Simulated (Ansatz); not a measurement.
# PbS (h-MgO (five-fold) type): maximally localised Wannier functions, part 2 of 3

Aim: build maximally localised Wannier functions for PbS (h-MgO (five-fold) type) from several sets of trial orbitals, and check spreads and centres, and how well the models interpolate the bands. The runs, in order: PBE, anion s p, 6×6×4; PBE, anion s p, 6×6×2; PBE, anion p, 6×6×4; PBE, all s p, disentangled, 6×6×4; r2SCAN, anion s p, 6×6×4; r2SCAN, anion p, 6×6×4; HSE06, anion s p, 6×6×4; HSE06, anion p, 6×6×4 (level, trial orbitals, Wannier mesh).

Ansatz 0.2.0; plane waves, PAW; no spin-orbit coupling unless a run is so named.

### 4 PBE, anion p, 6×6×4

File input.yaml:

```yaml
crystal:
  lattice:
    - [4.9970879619, 0.0, 0.0]
    - [-2.4985439809, 4.3276051199, 0.0]
    - [0.0, 0.0, 5.9970707141]
  atoms:
    - { symbol: Pb, position: [0.3333333333, 0.6666666667, 0.25] }
    - { symbol: Pb, position: [0.6666666667, 0.3333333333, 0.75] }
    - { symbol: S, position: [0.6666666667, 0.3333333333, 0.25] }
    - { symbol: S, position: [0.3333333333, 0.6666666667, 0.75] }
kpoints:
  mp_grid: { grid: [6, 6, 4] }
  band_path:
    path:
      - [[0.0, 0.0, 0.0], [0.5, -4.363292015109e-17, 0.0], [0.3333333333333, 0.3333333333333, 0.0], [0.0, 0.0, 0.0], [0.0, 0.0, 0.5], [0.5, -4.363292015109e-17, 0.5], [0.3333333333333, 0.3333333333333, 0.5], [0.0, 0.0, 0.5]]
      - [[0.5, -4.363292015109e-17, 0.5], [0.5, -4.363292015109e-17, 0.0]]
      - [[0.3333333333333, 0.3333333333333, 0.5], [0.3333333333333, 0.3333333333333, 0.0]]
    npoints: 10
hamiltonian:
  xc: pbe
scf:
  occupations: { method: fixed }
  n_extra_bands: 6
output:
  forces: false
  stress: false
  eigenvalues: true
  wannier:
    kmesh: [6, 6, 4]
    projections: [{ species: S, l: p, shell: 3 }]
    minimise: true
    write_hr: true
    conv_tol: 1.0e-08
    max_iter: 3000
  write_density: true
  write_potential: true
  elf: true
  volumetric_format: npy
```

Launch:

```bash
$ ansatz run input.yaml --threads 4 --pin off --max-ram 3686MiB --backend cpu --events-out ev --progress --plain --runs-dir out
```

The log of the run:

```text
Warning: RAYON_NUM_THREADS=4 ignored (pool sized by the plan → 4); use --threads N
scf.n_extra_bands = 6 over 20 filled bands (N_el = 40.0): the run solves 26 bands
Engine: ansatz 0.2.0, aarch64-unknown-linux-gnu
Pseudopotentials: kind: paw
Pseudopotential: Pb, paw, valence charge 14, recommended cutoff 420 eV (normal), Pb.paw.azcp
Pseudopotential: S, paw, valence charge 6, recommended cutoff 420 eV (normal), S.paw.azcp
Functional definition: PBE
  parameter kappa = 0.804
  parameter beta = 0.06672455060314922
  exchange = pbe_x(kappa = kappa, mu = beta*pi^2/3)
  correlation = pbe_c(beta = beta)
Crystal: 4 atoms, lattice volume = 129.689 Å³
Basis set: ecut = 420 eV, 2523 PW (Γ)
Bands: 26, of which v1, the nominal top of the filled ones, is band 20 counted from 1 (19 counted from 0)
Symmetry: 24 space group operations
Space group: P63/mmc (ITA 194), of the structure as read, at distance tolerance 5.1e-5 Å
k-points: 21 of 144
Non-local potential: Pb, projectors of the file, l = 0: 2, l = 1: 2, l = 2: 2, l = 3: 2
Non-local potential: S, projectors of the file, l = 0: 2, l = 1: 2, l = 2: 2
PAW form: soft (Blöchl's): semilocal exchange-correlation on the pseudo side does not see the compensation charge
PAW one-centre angular grid: Pb, 590 points (default); XC on 64 Gauss nodes
PAW one-centre angular grid: S, 110 points (default); XC on 64 Gauss nodes
Initial density: superposition of atomic densities (neutral atoms: chi_scale 0, normalization atom), corrected by the library's trained network
Initial wavefunctions: pseudopotential atomic-orbital guess
Functional: x = pbe(κ = 0.804, μ = 0.2195149727645171), c = pbe(β = 0.06672455060314922)
SCF iter   1: F=—  HF=-25618.828591 eV  |F-HF|=—  |Δ(HF+E_count)|=         —  Δρ=1.52e-3  dr2=6.77e-3  ethr=1.77e-3  ⟨swp⟩=4.9  Hψ=2148  notcnv=0  defer=80
preconditioner: auto → Resta (q_TF=auto, 2.243 Å⁻¹)  ε∞=3.1  [insulator: Δε(μ)=1.444 eV  Ē_g=14.296 eV  n_scr=22 (ndim 8)  ℏωp=20.6 eV  f_vac=0.123  ε∞_Penn≈3.1]
SCF iter   2: F=—  HF=-25618.825710 eV  |F-HF|=—  |Δ(HF+E_count)|=   2.88e-3  Δρ=6.85e-4  dr2=1.14e-3  ethr=1.69e-5  ⟨swp⟩=2.9  Hψ=1154  notcnv=0  defer=82
SCF iter   3: F=—  HF=-25618.826124 eV  |F-HF|=—  |Δ(HF+E_count)|=   4.14e-4  Δρ=2.91e-4  dr2=2.90e-4  ethr=2.85e-6  ⟨swp⟩=2.3  Hψ=690  notcnv=0  defer=82
SCF iter   4: F=—  HF=-25618.826352 eV  |F-HF|=—  |Δ(HF+E_count)|=   2.28e-4  Δρ=7.50e-5  dr2=1.82e-5  ethr=7.26e-7  ⟨swp⟩=2.0  Hψ=728  notcnv=0  defer=82
SCF iter   5: F=—  HF=-25618.826387 eV  |F-HF|=—  |Δ(HF+E_count)|=   3.54e-5  Δρ=3.15e-5  dr2=1.47e-6  ethr=4.55e-8  ⟨swp⟩=2.2  Hψ=743  notcnv=0  defer=46
SCF iter   6: F=-25618.826396 eV  HF=-25618.826395 eV  |F-HF|=3.20e-7  |Δ(HF+E_count)|=   7.98e-6  Δρ=4.85e-6  dr2=3.17e-8  ethr=2.50e-10  ⟨swp⟩=7.3  Hψ=2862  notcnv=0
SCF 1 converged in 6 iterations: F = -25618.826396 eV  dr2 = 3.17e-8
NSCF: frozen V_eff on 93 k-points
NSCF: frozen V_eff on 25 k-points
the Wannier pass solved 25 of the 144 points of its mesh, and has the states at the others by symmetry: states obtained by the crystal's operations at points that were solved too leave a residual of 1.95e-13 eV (read by the count's bands and the next), within 5.56e-6 eV
SCF converged after 6 iterations
Free energy (F): -25618.826396 eV
Harris-Foulkes:  -25618.826395 eV  (|F-HF|=3.20e-7)
Internal energy: -25618.826396 eV  (E = F + TS)
E sigma→0 (E₀):  -25618.826396 eV
Fermi energy:    5.829676 eV
--- Per-component energies (eV) ---
  E_band       = -205.805764
  E_kinetic    = 785.911865
  E_local      = -3001.914484  (includes V_loc(G=0)·N_el)
  E_nonlocal   = 756.846661
  E_hartree    = 1181.752427
  E_xc         = -636.203844
  E_vxc        = -439.682588  (∫ρ·V_xc dr)
  E_paw        = -22006.541235  (= ΣΔE_a)
  E_vpaw       = -670.475621  (= ΣTr[D̂ρ^β])
  E_aug_tail   = 0.000099  (compensation charges beyond the density's cutoff)
  E_ewald      = -2698.677884
  E_smearing   = -0.000000  (= −TS)
  E_closure    = -0.000000  (closes the sum)
  Σ components = -25618.826396   (vs F -25618.826396, Δ=0.00e0)
--- Band table (eV; the first three rows and the last of 21) ---
  k-point 0: bands = ["-10.9396", "-10.8473", "-10.8473", "-10.8467", "-10.8467", "-10.8455", "-10.8455", "-10.8197", "-10.7967", "-10.7967", "-7.1484", "-5.7089", "-1.1038", "-0.0808", "1.3057", "2.8028", "2.8028", "3.9339", "3.9493", "3.9493", "7.8528", "7.8528", "9.1914", "9.1914", "10.8999", "11.2078"]
  k-point 1: bands = ["-10.9146", "-10.8592", "-10.8592", "-10.8525", "-10.8525", "-10.8288", "-10.8262", "-10.8262", "-10.7987", "-10.7987", "-6.9871", "-5.9763", "-1.2998", "-0.5386", "2.4294", "2.9663", "2.9663", "3.7864", "3.7864", "4.6940", "7.8551", "7.8551", "8.7865", "8.7865", "9.1504", "10.2623"]
  k-point 2: bands = ["-10.8637", "-10.8637", "-10.8603", "-10.8603", "-10.8603", "-10.8603", "-10.8083", "-10.8083", "-10.8083", "-10.8083", "-6.5348", "-6.5348", "-1.1537", "-1.1537", "3.3742", "3.3742", "3.3742", "3.3742", "4.5226", "4.5226", "8.1487", "8.1487", "8.1487", "8.1487", "8.4011", "8.4011"]
  k-point 20: bands = ["-10.8688", "-10.8688", "-10.8498", "-10.8498", "-10.8406", "-10.8406", "-10.8184", "-10.8184", "-10.8153", "-10.8153", "-6.0476", "-6.0476", "-2.5552", "-2.5552", "2.2983", "2.2983", "4.4093", "4.4093", "5.8297", "5.8297", "7.2487", "7.2487", "8.6206", "8.6206", "9.9258", "9.9258"]
Wannier search: line search 1 of at most 3000: gauge-dependent spread (as the search counts it) 0.8769036 Å², largest recent change 1.0e-2 Å² and fall left 5.5e-6 Å² against conv_tol 1.0e-8 Å², 0 stops escaped
```

It took 4 s on 4 threads of Arm Neoverse V2, shared host; peak memory 0.45 GiB.

wannier.win, as written (k points left out):

```
! ansatz wannier90 interface
! projections by site (counted from 0) and shell: 2 3P, 3 3P
! states of the run's bands (counted from 1): 15-20
! their least projectability: 0.4818
num_bands = 6
num_wann  = 6
num_iter  = 2000
conv_tol = 1e-8
conv_window = 5
guiding_centres = true
shell_list = 2 1
write_hr = true

begin unit_cell_cart
Ang
  4.997087961870668  -2.8867406373791627e-11  0.0
  -2.498543980910334  4.327605119939837  0.0
  0.0  0.0  5.9970707141
end unit_cell_cart

begin atoms_frac
Pb  0.3333333333333333  0.6666666666666666  0.25
Pb  0.6666666666666666  0.3333333333333333  0.75
S  0.6666666666666666  0.3333333333333333  0.25
S  0.3333333333333333  0.6666666666666666  0.75
end atoms_frac

mp_grid = 6 6 4
```

wannier.win names the bands that the functions span: 15-20 (counted from 1; 20 are filled).

The head of wannier.spreads.toml:

```toml
omega_i_ang2 = 23.272671145028127
omega_d_ang2 = 0.19022530885913613
omega_od_ang2 = 0.6866438626583412
omega_total_ang2 = 24.149540316545604
least_projectability = 0.4817620529173246
b_vectors_match_mmn = true
n_iter = 30
converged = true
rejected_fitted_steps = 1
```

The functions (centres in Å, on-site energies from the top of the filled bands):

| n | x | y | z | spread (Å²) | on-site (eV) | nearest atoms | distance (Å) |
| --- | --- | --- | --- | --- | --- | --- | --- |
| 1 | 2.499 | 1.443 | 1.499 | 3.997 | -2.241 | S3 | 0.00 |
| 2 | 2.302 | 1.653 | 1.499 | 4.038 | -2.213 | S3 | 0.29 |
| 3 | 2.688 | 1.232 | 1.499 | 4.040 | -2.212 | S3 | 0.28 |
| 4 | 0.000 | 2.885 | 4.498 | 3.997 | -2.241 | S4 | 0.00 |
| 5 | -0.196 | 2.675 | 4.498 | 4.038 | -2.213 | S4 | 0.29 |
| 6 | 0.189 | 3.096 | 4.498 | 4.040 | -2.212 | S4 | 0.28 |

The largest hoppings ⟨m, 0|H|n, R⟩, one of each Hermitian pair (signs follow the phases of the functions):

| m | n | R | distance (Å) | t (eV) |
| --- | --- | --- | --- | --- |
| 1 | 1 | 0 0 1 | 6.00 | -0.545 |
| 4 | 4 | 0 0 1 | 6.00 | -0.545 |
| 6 | 5 | 1 1 0 | 4.44 | -0.486 |
| 2 | 3 | 0 1 0 | 4.44 | 0.486 |
| 3 | 2 | 1 0 0 | 4.63 | -0.424 |
| 6 | 5 | 1 0 0 | 4.63 | 0.424 |
| 6 | 5 | 0 1 0 | 4.86 | 0.348 |
| 2 | 3 | 1 1 0 | 4.86 | -0.348 |

Interpolated bands at the corners of the path, eV from the top of the filled bands:

| point | e1 | e2 | e3 | e4 | e5 | e6 |
| --- | --- | --- | --- | --- | --- | --- |
| Γ | -4.52 | -3.03 | -3.03 | -1.90 | -1.88 | -1.88 |
| M | -3.70 | -3.68 | -2.86 | -2.26 | -2.08 | -0.72 |
| K | -4.25 | -3.28 | -3.28 | -2.63 | -0.58 | -0.58 |
| Γ | -4.52 | -3.03 | -3.03 | -1.90 | -1.88 | -1.88 |
| A | -2.46 | -2.46 | -2.46 | -2.46 | -1.31 | -1.31 |
| L | -3.02 | -3.02 | -1.88 | -1.88 | -0.63 | -0.63 |
| H | -3.53 | -3.53 | -1.42 | -1.42 | 0.00 | 0.00 |
| A | -2.46 | -2.46 | -2.46 | -2.46 | -1.31 | -1.31 |
| L | -3.02 | -3.02 | -1.88 | -1.88 | -0.63 | -0.63 |
| M | -3.70 | -3.68 | -2.86 | -2.26 | -2.08 | -0.72 |
| H | -3.53 | -3.53 | -1.42 | -1.42 | 0.00 | 0.00 |
| K | -4.25 | -3.28 | -3.28 | -2.63 | -0.58 | -0.58 |

Along the path each interpolated band stays within 0.03, 0.03, 0.06, 0.04, 0.08, 0.11 eV of the nearest computed level, from the lowest band up.

### 5 PBE, all s p, disentangled, 6×6×4

Edit input.yaml of step 4 so:

```diff
@@ -22,3 +22,3 @@
   occupations: { method: fixed }
-  n_extra_bands: 6
+  n_extra_bands: 16
 output:
@@ -29,3 +29,7 @@
     kmesh: [6, 6, 4]
-    projections: [{ species: S, l: p, shell: 3 }]
+    projections:
+      - { species: S, l: s, shell: 3 }
+      - { species: S, l: p, shell: 3 }
+      - { species: Pb, l: s, shell: 6 }
+      - { species: Pb, l: p, shell: 6 }
     minimise: true
@@ -34,2 +38,3 @@
     max_iter: 3000
+    disentanglement: { window: [-20.17, 23.25], frozen_window: [-2.17, 8.75] }
   write_density: true
```

Launch:

```bash
$ ansatz run input.yaml --threads 4 --pin off --max-ram 3686MiB --backend cpu --events-out ev --progress --plain --runs-dir out
```

The log of the run:

```text
Warning: RAYON_NUM_THREADS=4 ignored (pool sized by the plan → 4); use --threads N
scf.n_extra_bands = 16 over 20 filled bands (N_el = 40.0): the run solves 36 bands
[... 9 set-up lines as earlier in the session ...]
Crystal: 4 atoms, lattice volume = 129.689 Å³
Basis set: ecut = 420 eV, 2523 PW (Γ)
Bands: 36, of which v1, the nominal top of the filled ones, is band 20 counted from 1 (19 counted from 0)
[... 2 set-up lines as earlier in the session ...]
k-points: 21 of 144
[... 8 set-up lines as earlier in the session ...]
SCF iter   1: F=—  HF=-25618.828756 eV  |F-HF|=—  |Δ(HF+E_count)|=         —  Δρ=1.54e-3  dr2=6.85e-3  ethr=1.77e-3  ⟨swp⟩=4.9  Hψ=2780  notcnv=0  defer=278
preconditioner: auto → Resta (q_TF=auto, 2.243 Å⁻¹)  ε∞=2.3  [insulator: Δε(μ)=1.444 eV  Ē_g=18.075 eV  n_scr=22 (ndim 8)  ℏωp=20.6 eV  f_vac=0.123  ε∞_Penn≈2.3]
SCF iter   2: F=—  HF=-25618.825726 eV  |F-HF|=—  |Δ(HF+E_count)|=   3.03e-3  Δρ=6.59e-4  dr2=9.12e-4  ethr=1.71e-5  ⟨swp⟩=3.0  Hψ=1335  notcnv=0  defer=292
SCF iter   3: F=—  HF=-25618.826150 eV  |F-HF|=—  |Δ(HF+E_count)|=   4.24e-4  Δρ=3.01e-4  dr2=2.67e-4  ethr=2.28e-6  ⟨swp⟩=2.1  Hψ=629  notcnv=0  defer=292
SCF iter   4: F=—  HF=-25618.826378 eV  |F-HF|=—  |Δ(HF+E_count)|=   2.28e-4  Δρ=5.38e-5  dr2=6.92e-6  ethr=6.68e-7  ⟨swp⟩=2.0  Hψ=791  notcnv=0  defer=291
SCF iter   5: F=—  HF=-25618.826393 eV  |F-HF|=—  |Δ(HF+E_count)|=   1.53e-5  Δρ=2.19e-5  dr2=7.08e-7  ethr=1.73e-8  ⟨swp⟩=2.1  Hψ=804  notcnv=0  defer=232
SCF iter   6: F=-25618.826396 eV  HF=-25618.826396 eV  |F-HF|=1.39e-7  |Δ(HF+E_count)|=   2.44e-6  Δρ=3.72e-6  dr2=1.84e-8  ethr=2.50e-10  ⟨swp⟩=13.3  Hψ=5249  notcnv=0
SCF 1 converged in 6 iterations: F = -25618.826396 eV  dr2 = 1.84e-8
NSCF: frozen V_eff on 93 k-points
NSCF: frozen V_eff on 25 k-points
the Wannier pass solved 25 of the 144 points of its mesh, and has the states at the others by symmetry: states obtained by the crystal's operations at points that were solved too leave a residual of 2.34e-13 eV (read by the count's bands and the next), within 5.56e-6 eV
NSCF: frozen V_eff on 25 k-points
the Wannier pass solved 25 of the 144 points of its mesh, and has the states at the others by symmetry: states obtained by the crystal's operations at points that were solved too leave a residual of 3.33e-13 eV (read by the count's bands and the next), within 5.56e-6 eV
NSCF: frozen V_eff on 25 k-points
the Wannier pass solved 25 of the 144 points of its mesh, and has the states at the others by symmetry: states obtained by the crystal's operations at points that were solved too leave a residual of 5.38e-13 eV (read by the count's bands and the next), within 5.56e-6 eV
SCF converged after 6 iterations
Free energy (F): -25618.826396 eV
Harris-Foulkes:  -25618.826396 eV  (|F-HF|=1.39e-7)
Internal energy: -25618.826396 eV  (E = F + TS)
E sigma→0 (E₀):  -25618.826396 eV
Fermi energy:    5.829690 eV
--- Per-component energies (eV) ---
  E_band       = -205.805389
  E_kinetic    = 785.911668
  E_local      = -3001.914015  (includes V_loc(G=0)·N_el)
  E_nonlocal   = 756.846441
  E_hartree    = 1181.752239
  E_xc         = -636.203717
  E_vxc        = -439.682445  (∫ρ·V_xc dr)
  E_paw        = -22006.541227  (= ΣΔE_a)
  E_vpaw       = -670.475774  (= ΣTr[D̂ρ^β])
  E_aug_tail   = 0.000099  (compensation charges beyond the density's cutoff)
  E_ewald      = -2698.677884
  E_smearing   = -0.000000  (= −TS)
  E_closure    = -0.000000  (closes the sum)
  Σ components = -25618.826396   (vs F -25618.826396, Δ=0.00e0)
--- Band table (eV; the first three rows and the last of 21) ---
  k-point 0: bands = ["-10.9396", "-10.8473", "-10.8473", "-10.8467", "-10.8467", "-10.8455", "-10.8455", "-10.8197", "-10.7967", "-10.7967", "-7.1484", "-5.7089", "-1.1038", "-0.0808", "1.3058", "2.8028", "2.8028", "3.9339", "3.9493", "3.9493", "7.8528", "7.8528", "9.1914", "9.1914", "10.9003", "11.2078", "11.3909", "12.5037", "12.5037", "14.3232", "14.3232", "14.3586", "15.4249", "16.3095", "18.5520", "18.5520"]
  k-point 1: bands = ["-10.9146", "-10.8592", "-10.8592", "-10.8525", "-10.8525", "-10.8288", "-10.8262", "-10.8262", "-10.7987", "-10.7987", "-6.9871", "-5.9763", "-1.2998", "-0.5386", "2.4294", "2.9663", "2.9663", "3.7864", "3.7864", "4.6940", "7.8551", "7.8551", "8.7865", "8.7865", "9.1504", "10.2624", "11.2514", "13.2240", "13.2240", "13.4801", "15.1178", "15.1178", "17.0574", "17.1954", "17.1954", "17.8970"]
  k-point 2: bands = ["-10.8637", "-10.8637", "-10.8603", "-10.8603", "-10.8603", "-10.8603", "-10.8083", "-10.8083", "-10.8083", "-10.8083", "-6.5348", "-6.5348", "-1.1537", "-1.1537", "3.3742", "3.3742", "3.3742", "3.3742", "4.5227", "4.5227", "8.1486", "8.1486", "8.1486", "8.1486", "8.4012", "8.4012", "12.0784", "12.0784", "14.9225", "14.9225", "14.9225", "14.9225", "17.0769", "17.0769", "17.0769", "17.0769"]
  k-point 20: bands = ["-10.8688", "-10.8688", "-10.8498", "-10.8498", "-10.8405", "-10.8405", "-10.8184", "-10.8184", "-10.8153", "-10.8153", "-6.0476", "-6.0476", "-2.5552", "-2.5552", "2.2983", "2.2983", "4.4093", "4.4093", "5.8297", "5.8297", "7.2487", "7.2487", "8.6206", "8.6206", "9.9259", "9.9259", "12.6039", "12.6039", "14.2446", "14.2446", "15.4634", "15.4634", "17.0593", "17.0593", "17.2713", "17.2713"]
Wannier search: line search 1 of at most 3000: gauge-dependent spread (as the search counts it) 10.2078940 Å², largest recent change 2.7e0 Å² and fall left 8.4e-3 Å² against conv_tol 1.0e-8 Å², 0 stops escaped
```

Run time: 22 s. Hardware: 4 threads of Arm Neoverse V2, shared host; peak memory 0.86 GiB.

The windows are typed on the program's own energy scale, on which the last band filled by count tops at 5.83 eV.

The head of wannier.spreads.toml:

```toml
omega_i_ang2 = 24.035071513114985
omega_d_ang2 = 0.035330821652287514
omega_od_ang2 = 4.576815057831827
omega_total_ang2 = 28.6472173925991
least_projectability = 0.9102017375697158
b_vectors_match_mmn = true
n_iter = 53
converged = true
rejected_fitted_steps = 2
dis_converged = true
dis_n_iter = 285
dis_n_moved = 0
dis_level_miss = 0.005277652669491198
```

The functions (centres in Å, on-site energies from the top of the filled bands):

| n | x | y | z | spread (Å²) | on-site (eV) | nearest atoms | distance (Å) |
| --- | --- | --- | --- | --- | --- | --- | --- |
| 1 | 2.078 | 1.200 | 1.349 | 1.277 | -3.845 | S3 | 0.51 |
| 2 | 0.000 | 2.885 | 4.952 | 1.188 | -3.240 | S4 | 0.45 |
| 3 | 2.499 | 1.443 | 1.954 | 1.185 | -3.259 | S3 | 0.45 |
| 4 | 2.919 | 1.200 | 1.349 | 1.277 | -3.845 | S3 | 0.51 |
| 5 | 2.499 | 1.928 | 1.349 | 1.277 | -3.845 | S3 | 0.51 |
| 6 | -0.421 | 3.128 | 4.348 | 1.276 | -3.850 | S4 | 0.51 |
| 7 | 0.421 | 3.128 | 4.348 | 1.276 | -3.850 | S4 | 0.51 |
| 8 | 0.000 | 2.399 | 4.347 | 1.276 | -3.850 | S4 | 0.51 |
| 9 | -0.663 | 3.268 | 1.314 | 2.351 | -0.514 | Pb1 | 0.79 |
| 10 | 1.836 | 1.060 | 4.683 | 2.351 | -0.514 | Pb2 | 0.79 |
| 11 | 0.000 | 2.885 | 2.064 | 2.254 | 0.404 | Pb1 | 0.56 |
| 12 | 0.663 | 3.268 | 1.314 | 2.351 | -0.514 | Pb1 | 0.79 |
| 13 | 0.000 | 2.120 | 1.314 | 2.351 | -0.514 | Pb1 | 0.79 |
| 14 | 2.499 | 1.443 | 3.934 | 2.254 | 0.405 | Pb2 | 0.56 |
| 15 | 3.161 | 1.060 | 4.683 | 2.351 | -0.514 | Pb2 | 0.79 |
| 16 | 2.499 | 2.208 | 4.683 | 2.351 | -0.514 | Pb2 | 0.79 |

The largest hoppings ⟨m, 0|H|n, R⟩, one of each Hermitian pair (signs follow the phases of the functions):

| m | n | R | distance (Å) | t (eV) |
| --- | --- | --- | --- | --- |
| 6 | 7 | 0 0 0 | 0.84 | -2.606 |
| 7 | 8 | 0 0 0 | 0.84 | 2.606 |
| 6 | 8 | 0 0 0 | 0.84 | 2.605 |
| 1 | 5 | 0 0 0 | 0.84 | -2.600 |
| 1 | 4 | 0 0 0 | 0.84 | -2.600 |
| 4 | 5 | 0 0 0 | 0.84 | -2.600 |
| 12 | 13 | 0 0 0 | 1.33 | 2.518 |
| 9 | 12 | 0 0 0 | 1.33 | -2.518 |
| 9 | 13 | 0 0 0 | 1.33 | 2.518 |
| 10 | 16 | 0 0 0 | 1.33 | -2.517 |
| 15 | 16 | 0 0 0 | 1.33 | -2.517 |
| 10 | 15 | 0 0 0 | 1.33 | -2.517 |
| 3 | 5 | 0 0 0 | 0.78 | -2.471 |
| 1 | 3 | 0 0 0 | 0.78 | -2.471 |

Interpolated bands at the corners of the path, eV from the top of the filled bands (the lowest 8 left out):

| point | e9 | e10 | e11 | e12 | e13 | e14 | e15 | e16 |
| --- | --- | --- | --- | --- | --- | --- | --- | --- |
| Γ | -1.88 | -1.88 | 2.02 | 2.02 | 3.41 | 3.41 | 5.38 | 5.91 |
| M | -2.08 | -0.72 | 2.99 | 3.11 | 4.53 | 5.00 | 5.15 | 5.47 |
| K | -0.58 | -0.58 | 2.81 | 2.81 | 4.62 | 5.21 | 5.25 | 5.25 |
| Γ | -1.88 | -1.88 | 2.02 | 2.02 | 3.41 | 3.41 | 5.38 | 5.91 |
| A | -1.31 | -1.31 | 2.32 | 2.32 | 2.32 | 2.32 | 2.57 | 2.57 |
| L | -0.63 | -0.63 | 1.61 | 1.61 | 3.10 | 3.10 | 4.55 | 4.55 |
| H | 0.00 | 0.00 | 1.42 | 1.42 | 2.79 | 2.79 | 4.58 | 4.58 |
| A | -1.31 | -1.31 | 2.32 | 2.32 | 2.32 | 2.32 | 2.57 | 2.57 |
| L | -0.63 | -0.63 | 1.61 | 1.61 | 3.10 | 3.10 | 4.55 | 4.55 |
| M | -2.08 | -0.72 | 2.99 | 3.11 | 4.53 | 5.00 | 5.15 | 5.47 |
| H | 0.00 | 0.00 | 1.42 | 1.42 | 2.79 | 2.79 | 4.58 | 4.58 |
| K | -0.58 | -0.58 | 2.81 | 2.81 | 4.62 | 5.21 | 5.25 | 5.25 |

Along the path each interpolated band stays within 0.55, 0.28, 0.01, 0.01, 0.01, 0.01, 0.02, 0.01, 0.02, 0.01, 0.03, 0.05 and so on, 0.74 at most for the rest, eV of the nearest computed level, from the lowest band up; bands outside the frozen window needn't match, and between the mesh's points a coarse mesh lets the others stray too.

[end of part 2 of 3]
